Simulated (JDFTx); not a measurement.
The system is MnS.

```
Mn S
1.0
     0.00000    2.60450    2.60450
     2.60450    0.00000    2.60450
     2.60450    2.60450    0.00000
Mn S
1 1
Direct
  0.00000 0.00000 0.00000
  0.50000 0.50000 0.50000
```

Base run:

| Item | Value |
| --- | --- |
| Program | JDFTx 1.7.0 (patched build) |
| Functional | PBE |
| Potentials or basis | PseudoDojo-SR-PBE-0.5-standard |
| Cutoff | 1306 eV |
| Density cutoff | 10449 eV |
| k mesh | 9 × 9 × 9 |
| Occupations | fermi-dirac, width 0.05 eV |
| Spin | collinear spin, ferromagnetic start |
| Starting moments | [4.0, 0.0] μB |

Its results: band gap on the k mesh none (metal or under the smearing width); pressure -2.0 GPa; net moment 4.77 μB per cell; site moments Mn +4.51; S +0.22 μB.

Task: The run is repeated on the same cell with these changes: functional from PBE to LDA; potentials or basis from PseudoDojo-SR-PBE-0.5-standard to PseudoDojo-SR-LDA-0.4.1-standard with smoothed tails. What comes out?

Result: Band gap on the k mesh none (metal or under the smearing width); pressure -11.2 GPa; net moment 4.60 μB per cell; site moments Mn +4.36; S +0.21 μB.

Caveats: a cell with one magnetic atom can't hold antiferromagnetic order, which such compounds often take; semilocal functionals often make such compounds metallic where correlation or magnetic order opens a gap, which also shifts bond lengths.

Not every run made on this cell is shown here.
